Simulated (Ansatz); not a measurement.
**Every step of a relaxation of HfSi$_{2}$**

DFT, PBEsol, PAW with Ansatz's default frozen-core files, scalar-relativistic (Ansatz 0.2.0); a Γ-centred 9×9×9 k mesh, Fermi–Dirac smearing of 0.05 eV, no spin polarisation. The run relaxes cell and atoms at a target pressure of 0 GPa.

Command: `ansatz run input.yaml --threads 2 --pin off --max-ram 5120MiB --backend cpu --events-out ev --progress --plain --runs-dir out` It took 110 s on 2 threads of Arm Neoverse V2, on a shared host, peak memory 0.65 GiB.

PAW: frozen-core files, cutoff 420 eV; forces are relaxed below 0.005 eV/Å.

Each step lists its free energy a cell above the last geometry, the pressure, the cell vectors (Å), and Cartesian positions (Å) with forces (eV/Å).

The first step:

```
step 1  dF = 68.26 meV  P = -2.94 GPa
  cell 1.8360 -7.2850 0.0000  1.8360 7.2850 0.0000  0.0000 0.0000 3.6410
  Hf 1.8360 -5.7406 0.9103   0.0000 -0.1397 0.0000
  Hf 1.8360 5.7406 2.7308   0.0000 0.1397 0.0000
  Si 1.8360 -0.8596 0.9103   0.0000 0.6273 0.0000
  Si 1.8360 0.8596 2.7308   0.0000 -0.6273 0.0000
  Si 1.8360 3.6425 0.9103   0.0000 -0.0581 0.0000
  Si 1.8360 -3.6425 2.7308   0.0000 0.0581 0.0000
```

Spin–orbit coupling is left out, which matters for the heavy atoms. The PAW files were made under PBE.

Task: Where does the relaxation end, and by which steps?

Result: After 6 geometries, with conventional a, b, c = 3.649, 14.338, 3.639 Å, at 15.867 Å³/atom (-2.26 % against the start) in space group Cmcm, with a shortest distance of 2.411 Å. The further steps:
```
step 2  dF = 48.98 meV  P = 2.01 GPa
  cell 1.8178 -6.9992 0.0000  1.8178 6.9992 0.0000  0.0000 0.0000 3.6671
  Hf 1.8178 -5.5777 0.9168   0.0000 0.5242 0.0000
  Hf 1.8178 5.5777 2.7503   0.0000 -0.5242 0.0000
  Si 1.8178 -0.8008 0.9168   0.0000 0.0954 0.0000
  Si 1.8178 0.8008 2.7503   0.0000 -0.0954 0.0000
  Si 1.8178 3.4965 0.9168   0.0000 0.0588 0.0000
  Si 1.8178 -3.4965 2.7503   0.0000 -0.0588 0.0000
step 3  dF = 2.02 meV  P = -0.06 GPa
  cell 1.8279 -7.1619 0.0000  1.8279 7.1619 0.0000  0.0000 0.0000 3.6348
  Hf 1.8279 -5.6627 0.9087   0.0000 -0.0056 0.0000
  Hf 1.8279 5.6627 2.7261   0.0000 0.0056 0.0000
  Si 1.8279 -0.8041 0.9087   0.0000 0.1355 0.0000
  Si 1.8279 0.8041 2.7261   0.0000 -0.1355 0.0000
  Si 1.8279 3.5760 0.9087   0.0000 0.0085 0.0000
  Si 1.8279 -3.5760 2.7261   0.0000 -0.0085 0.0000
step 4  dF = 0.23 meV  P = 0.01 GPa
  cell 1.8243 -7.1703 0.0000  1.8243 7.1703 0.0000  0.0000 0.0000 3.6380
  Hf 1.8243 -5.6682 0.9095   0.0000 -0.0030 0.0000
  Hf 1.8243 5.6682 2.7285   0.0000 0.0030 0.0000
  Si 1.8243 -0.7953 0.9095   0.0000 0.0501 0.0000
  Si 1.8243 0.7953 2.7285   0.0000 -0.0501 0.0000
  Si 1.8243 3.5820 0.9095   0.0000 0.0005 0.0000
  Si 1.8243 -3.5820 2.7285   0.0000 -0.0005 0.0000
step 5  dF = 0.17 meV  P = -0.12 GPa
  cell 1.8260 -7.1636 0.0000  1.8260 7.1636 0.0000  0.0000 0.0000 3.6418
  Hf 1.8260 -5.6627 0.9104   0.0000 -0.0188 0.0000
  Hf 1.8260 5.6627 2.7313   0.0000 0.0188 0.0000
  Si 1.8260 -0.7895 0.9104   0.0000 -0.0143 0.0000
  Si 1.8260 0.7895 2.7313   0.0000 0.0143 0.0000
  Si 1.8260 3.5793 0.9104   0.0000 -0.0033 0.0000
  Si 1.8260 -3.5793 2.7313   0.0000 0.0033 0.0000
step 6  dF = 0.00 meV  P = 0.00 GPa
  cell 1.8244 -7.1691 0.0000  1.8244 7.1691 0.0000  0.0000 0.0000 3.6395
  Hf 1.8244 -5.6675 0.9099   0.0000 0.0002 0.0000
  Hf 1.8244 5.6675 2.7296   0.0000 -0.0002 0.0000
  Si 1.8244 -0.7907 0.9099   0.0000 0.0003 0.0000
  Si 1.8244 0.7907 2.7296   0.0000 -0.0003 0.0000
  Si 1.8244 3.5818 0.9099   0.0000 -0.0009 0.0000
  Si 1.8244 -3.5818 2.7296   0.0000 0.0009 0.0000
step 7  dF = 0.48 meV  P = -0.01 GPa  (same geometry on a basis chosen anew; earlier energies don't compare to the last digit)
  cell 1.8244 -7.1691 0.0000  1.8244 7.1691 0.0000  0.0000 0.0000 3.6395
  Hf 1.8244 -5.6675 0.9099   0.0000 0.0003 0.0000
  Hf 1.8244 5.6675 2.7296   0.0000 -0.0003 0.0000
  Si 1.8244 -0.7907 0.9099   0.0000 0.0003 0.0000
  Si 1.8244 0.7907 2.7296   0.0000 -0.0003 0.0000
  Si 1.8244 3.5818 0.9099   0.0000 -0.0009 0.0000
  Si 1.8244 -3.5818 2.7296   0.0000 0.0009 0.0000
```
